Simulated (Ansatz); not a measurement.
Quadrupolar parameters in BaTiO3 under strain

The cell is a diffraction structure from the COD, relaxed with PBE at fixed cell and then changed (z compressed by 3 %, ions relaxed).

```yaml
crystal:
  lattice:
    - [4.00600, 0.00000, 0.00000]
    - [0.00000, 4.00600, 0.00000]
    - [0.00000, 0.00000, 3.88582]
  atoms:
    - { symbol: Ba, position: [0.50000, 0.50000, 0.50000] }
    - { symbol: Ti, position: [0.00000, 0.00000, 0.00000] }
    - { symbol: O, position: [0.50000, 0.00000, 0.00000] }
    - { symbol: O, position: [0.00000, 0.50000, 0.00000] }
    - { symbol: O, position: [0.00000, 0.00000, 0.50000] }
```

Atom numbers follow the list; atoms alike are taken as one site, whose name carries the number of the first.

The numbers come from a DFT calculation in Ansatz (PBE, plane waves and PAW, scalar-relativistic, 420 eV cutoff, Γ-centred 8×8×8 k-points, Fermi–Dirac smearing 0.02 eV).

C_Q = eQV_zz/h, which is 24.18 MHz for Q = 1 b and V_zz = 10²¹ V/m²; η = (V_xx − V_yy)/V_zz. Directions are in the Cartesian axes of the cell vectors above, for the atom listed; none is given where the gradient is under 0.02 or η is above 0.95.

```tsv
site	first atom	first shell	V_zz (10²¹ V/m²)	η	direction of V_zz (x, y, z)
Ba	1	12 O at 2.79–2.83 Å	-0.24	0.00	0.00 0.00 1.00
Ti	2	6 O at 1.94–2.00 Å	-2.95	0.00	0.00 0.00 1.00
O3	3	2 Ti at 2.00 Å, angle 180°; also 4 Ba at 2.79 Å	2.78	0.35	1.00 0.00 0.00
O5	5	2 Ti at 1.94 Å, angle 180°; also 4 Ba at 2.83 Å	1.39	0.00	0.00 0.00 1.00
```

An axis of threefold or higher order runs through Ba, Ti and O5, so V_zz lies along it and η is zero. At O3 V_zz points along the line of its two bonds (within 1°).

Without spin–orbit coupling (the program notes it for Ba) the gradients are little affected as a rule: paired runs on crystals with a gap mostly move them by under 2 % at such atoms. At this changed cell the PBE pressure is 7 GPa.

The relaxation (1 step) took 12 s of wall time (12 s of CPU time) and 0.48 GiB at its peak, on 1 thread of Arm Neoverse V1 (aarch64; 8 cores open to the job, memory cap 3.0 GiB, no GPU), a shared host with a load of 0.7 a core.
